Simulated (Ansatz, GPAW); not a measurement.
# Mg3Sb2 with GLLB-SC from a Python script

These are simulated results from GPAW 26.7.0, not measurements. The cell began as a measured structure and was relaxed with r2SCAN in plane waves (Ansatz 0.2.0). All runs are without spin polarisation.

The symmetry is P-3m1 (No. 164, trigonal); conventional cell a = 4.570 Å, c = 7.240 Å, 26.19 Å³ an atom. Mg has 4 Sb at 2.82–2.93 Å; Mg has 6 Sb at 3.12 Å; Sb has 7 Mg at 2.82–3.12 Å.

GLLB-SC is a model potential. Its fundamental gap is the Kohn-Sham gap plus a derivative discontinuity, which the script evaluates at the band edges among the listed k points. Its total energy isn't variational and serves nothing here.

The script, run.py:

```python
import json
from ase import Atoms
from gpaw import GPAW, PW, FermiDirac

atoms = Atoms(['Mg', 'Mg', 'Mg', 'Sb', 'Sb'],
              cell=[[4.56966593, 0.0, 0.0], [-2.28483296, 3.95744678, 0.0], [0.0, 0.0, 7.2399975]],
              scaled_positions=[[0.333333333, 0.666666667, 0.633657175], [0.666666667, 0.333333333, 0.366342825], [0.0, 0.0, 0.0], [0.333333333, 0.666666667, 0.228753112], [0.666666667, 0.333333333, 0.771246888]],
              pbc=True)
calc = GPAW(mode=PW(400), xc='GLLBSC', kpts={'size': (6, 6, 2), 'gamma': True},
            occupations=FermiDirac(0.02), maxiter=100, legacy_gpaw=True, txt='gpaw.txt')
atoms.calc = calc
res = {'energy': atoms.get_potential_energy(force_consistent=True)}
res['electrons'] = calc.get_number_of_electrons()
res['k'] = calc.get_ibz_k_points().tolist()
res['levels'] = [calc.get_eigenvalues(kpt=i).tolist() for i in range(len(res['k']))]
points = [[0.0, 0.0, 0.0], [0.5, 0.0, 0.0], [0.333333, 0.333333, 0.0], [0.0, 0.0, 0.5], [0.5, 0.0, 0.5], [0.333333, 0.333333, 0.5], [0.0, 0.419271, 0.34375]]
bands = calc.fixed_density(kpts=points, symmetry='off', nbands=round(res['electrons']) // 2 + 6, convergence={'bands': -2}, txt='bands.txt')
res['points'] = [bands.get_eigenvalues(kpt=i).tolist() for i in range(len(points))]
homo, lumo = bands.get_homo_lumo()
potential = calc.hamiltonian.xc.response.calculate_discontinuity_potential(homo, lumo)
res['discontinuity'] = bands.hamiltonian.xc.response.calculate_discontinuity(potential)
json.dump(res, open('results.json', 'w'))
print('free energy (eV):', round(res['energy'], 5))
```

Command: `python run.py`. It took 85 s on 1 thread of Arm Neoverse V1 (shared host), peak memory 0.26 GiB.

The log gpaw.txt, trimmed of paths, versions and times, then the last line on the terminal. An iter line gives the energy in eV and the logarithms of the changes of orbitals (plane waves alone) and density (c: converged):

```
___ ___ ___ _ _ _
 |   |   |_  | | | |

 | | | | | . | | | |

 |__ |  _|___|_____|  26.7.0
 |___|_|

Input parameters:
  kpts: {gamma: True,
         size: (6, 6, 2)}
  maxiter: 100
  mode: {ecut: 400.0,
         name: pw}
  occupations: {fixmagmom: False,
                name: fermi-dirac,
                width: 0.02}
  xc: GLLBSC

System changes: positions, numbers, cell, pbc, initial_charges, initial_magmoms

Initialize ...

species:
  Mg:
    name:    Magnesium
    Z:       12.0
    valence: 10
    core:    2
    charge:  0.0  # [|e|]
    compensation charges:
      type: gauss
      rc: 0.33  # [Å]
      lmax: 2
    cutoffs:
      filter: 1.86  # [Å]
      core: 0.54  # [Å]
    projectors
    | kind |    occ | energy [eV] | rcut [Å] |

    |------|--------|-------------|----------|

    |   2s |  2.000 |     -81.998 |    1.090 |

    |   3s |  2.000 |      -6.877 |    1.090 |

    |   2p |  6.000 |     -48.239 |    1.085 |

    |   3p |  0.000 |      -3.605 |    1.085 |

    |    d |        |       0.000 |    1.037 |

    Using partial waves for Mg as LCAO basis

  Sb:
    name:    Antimony
    Z:       51.0
    valence: 15
    core:    36
    charge:  0.0  # [|e|]
    compensation charges:
      type: gauss
      rc: 0.36  # [Å]
      lmax: 2
    cutoffs:
      filter: 2.23  # [Å]
      core: 2.23  # [Å]
    projectors
    | kind |    occ | energy [eV] | rcut [Å] |

    |------|--------|-------------|----------|

    |   5s |  2.000 |     -14.453 |    1.154 |

    |   5p |  3.000 |      -6.823 |    1.233 |

    |   4d | 10.000 |     -35.067 |    1.196 |

    |    s |        |      12.758 |    1.154 |

    |    p |        |      20.389 |    1.233 |

    |    d |        |      -7.855 |    1.196 |

    Using partial waves for Sb as LCAO basis

Reference energy: -368720.597992  # eV

Spin-paired calculation

Convergence criteria:
 Maximum [total energy] change in last 3 cyles: 0.0005 eV / valence electron
 Maximum integral of absolute [dens]ity change: 0.0001 electrons / valence electron
 Maximum integral of absolute [eigenst]ate change: 4e-08 eV^2 / valence electron
 Maximum number of scf [iter]ations: 100
 (Square brackets indicate name in SCF output, whereas a 'c' in
 the SCF output indicates the quantity has converged.)

Symmetries present (total): 4

  ( 1  1  0)  ( 1  0  0)  (-1  0  0)  (-1 -1  0)
  ( 0 -1  0)  ( 0  1  0)  ( 0 -1  0)  ( 0  1  0)
  ( 0  0  1)  ( 0  0  1)  ( 0  0 -1)  ( 0  0 -1)

72 k-points: 6 x 6 x 2 Monkhorst-Pack grid + [1/12,1/12,1/4]
26 k-points in the irreducible part of the Brillouin zone
       k-points in crystal coordinates                weights
   0:     0.00000000    0.00000000    0.00000000          1/72
   1:     0.00000000    0.00000000    0.50000000          1/72
   2:     0.16666667   -0.33333333    0.00000000          2/72
   3:     0.16666667   -0.33333333    0.50000000          2/72
   4:     0.16666667   -0.16666667    0.00000000          4/72
   5:     0.16666667   -0.16666667    0.50000000          4/72
   6:     0.16666667    0.00000000    0.00000000          2/72
   7:     0.16666667    0.00000000    0.50000000          2/72
   8:     0.33333333   -0.33333333    0.00000000          4/72
   9:     0.33333333   -0.33333333    0.50000000          4/72
          ...
  25:     0.50000000    0.50000000    0.50000000          2/72

Wave functions: Plane wave expansion
  Cutoff energy: 400.000 eV
  Number of coefficients (min, max): 2345, 2400
  Pulay-stress correction: 0.000000 eV/Ang^3 (de/decut=0.000000)
  Using FFTW library
  ScaLapack parameters: grid=1x1, blocksize=None
  Wavefunction extrapolation:
    Improved wavefunction reuse through dual PAW basis

Occupation numbers: Fermi-Dirac:
  width: 0.0200  # eV

Eigensolver
   Davidson(niter=2)

Densities:
  Coarse grid: 24*24*35 grid
  Fine grid: 48*48*70 grid
  Total Charge: 0.000000

Density mixing:
  Method: separate
  Backend: msr1
  Linear mixing parameter: 0.05
  old densities: 10
  Width of damping distribution: 1.1
  Damping of long wavelength oscillations: 20

Hamiltonian:
  XC and Coulomb potentials evaluated on a 48*48*70 grid
  Using the GLLBSC Exchange-Correlation functional
  External potential:
    NoExternalPotential

XC parameters: GLLBSC functional being used consists of
  -----------------------------------------------------------------------
  | Weight | Module     | Description                                   |

  -----------------------------------------------------------------------
  |  1.000 | SCREENING  | GGA_X_PBE_SOL with 2 nearest neighbor stencil |

  |  1.000 | RESPONSE   | eps=0.0500 eV                                 |

  |  1.000 | XC         | GGA_C_PBE_SOL with 2 nearest neighbor stencil |

  -----------------------------------------------------------------------

Memory estimate:
  Process memory now: 112.97 MiB
  Calculator: 65.24 MiB
    Density: 10.23 MiB
      Arrays: 4.00 MiB
      Localized functions: 3.15 MiB
      Mixer: 3.08 MiB
    Hamiltonian: 2.69 MiB
      Arrays: 2.61 MiB
      XC: 0.00 MiB
      Poisson: 0.00 MiB
      vbar: 0.08 MiB
    Wavefunctions: 52.32 MiB
      Arrays psit_nG: 38.09 MiB
      Eigensolver: 1.89 MiB
      Projections: 1.19 MiB
      Projectors: 9.43 MiB
      PW-descriptor: 1.72 MiB

Total number of cores used: 1

Number of atoms: 5
Number of atomic orbitals: 42
Number of bands in calculation: 40
Number of valence electrons: 60
Bands to converge: occupied

... initialized

Initializing position-dependent things.

Density initialized from atomic densities
Creating initial wave functions:
  40 bands from LCAO basis set
Positions:
   0 Mg     0.000000    2.638298    4.587676    ( 0.0000,  0.0000,  0.0000)
   1 Mg     2.284833    1.319149    2.652321    ( 0.0000,  0.0000,  0.0000)
   2 Mg     0.000000    0.000000    0.000000    ( 0.0000,  0.0000,  0.0000)
   3 Sb     0.000000    2.638298    1.656172    ( 0.0000,  0.0000,  0.0000)
   4 Sb     2.284833    1.319149    5.583826    ( 0.0000,  0.0000,  0.0000)

Unit cell:
           periodic     x           y           z      points  spacing
  1. axis:    yes    4.569666    0.000000    0.000000    24     0.1649
  2. axis:    yes   -2.284833    3.957447    0.000000    24     0.1649
  3. axis:    yes    0.000000    0.000000    7.239998    35     0.2069

  Lengths:   4.569666   4.569666   7.239998
  Angles:   90.000000  90.000000 120.000000

Effective grid spacing dv^(1/3) = 0.1866

iter:   1   -19.084919
iter:   2   -21.014528   -0.75  -1.45
iter:   3   -20.995930   -1.94  -1.37
iter:   4   -19.851909   -2.32  -1.24
iter:   5   -18.253250   -2.15  -1.34
iter:   6   -17.195493   -2.28  -1.63
iter:   7   -17.029894   -3.29  -2.31
iter:   8   -16.996000   -3.78  -2.63
iter:   9   -16.986861   -4.87  -3.03
iter:  10   -17.015270c  -5.64  -3.43
iter:  11   -17.016844c  -6.44  -3.82
iter:  12   -17.013947c  -6.59  -3.92
iter:  13   -17.013512c  -7.44c -4.52c

Converged after 13 iterations.

Energy contributions relative to reference atoms: (reference = -368720.597992)

Kinetic:        +54.414664
Potential:      -45.868154
External:        +0.000000
XC:             -25.765075
Entropy (-ST):   -0.000000
Local:           +0.205054
SIC:             +0.000000
--------------------------
Free energy:    -17.013512
Extrapolated:   -17.013512

GLLBSC response reference energy: 4.55294 eV (from HOMO)

Showing only first 2 kpts
 Kpt  Band  Eigenvalues  Occupancy
  0    28      4.17658    2.00000
  0    29      4.55354    2.00000
  0    30      6.21179    0.00000
  0    31      6.22382    0.00000

  1    28      3.83966    2.00000
  1    29      3.83966    2.00000
  1    30      6.67040    0.00000
  1    31      6.93674    0.00000

Fermi level: 4.87943

Gap: 0.666 eV
Transition (v -> c):
  (s=0, k=0, n=29, [0.00, 0.00, 0.00]) -> (s=0, k=14, n=30, [0.33, 0.33, 0.00])
Direct/indirect transitions are different
Direct gap: 1.658 eV
Transition at: (s=0, k=0, n=29, [0.00, 0.00, 0.00])

free energy (eV): -17.01351
```

The gap in the log is over the mesh alone; results.json adds the listed points. GLLB-SC gives a gap of 1.02 eV (0.666 eV Kohn-Sham over the listed points plus 0.355 eV discontinuity). On the same cell, plane-wave PBE (Ansatz, 6×6×4 k points and the special points) gives a gap of 0.13 eV and r2SCAN a gap of 0.59 eV; on shared hosts these took about 8.9 and 19 core-seconds on the 5-atom cell, against 85 for the script. Spin-orbit coupling, left out in all these runs, can cut or reorder the gap by tenths of an eV, up to about 1 eV with Pb or Bi.

No spin-orbit coupling is included; it can move band edges with weight on the heavy atoms by tenths of an eV.
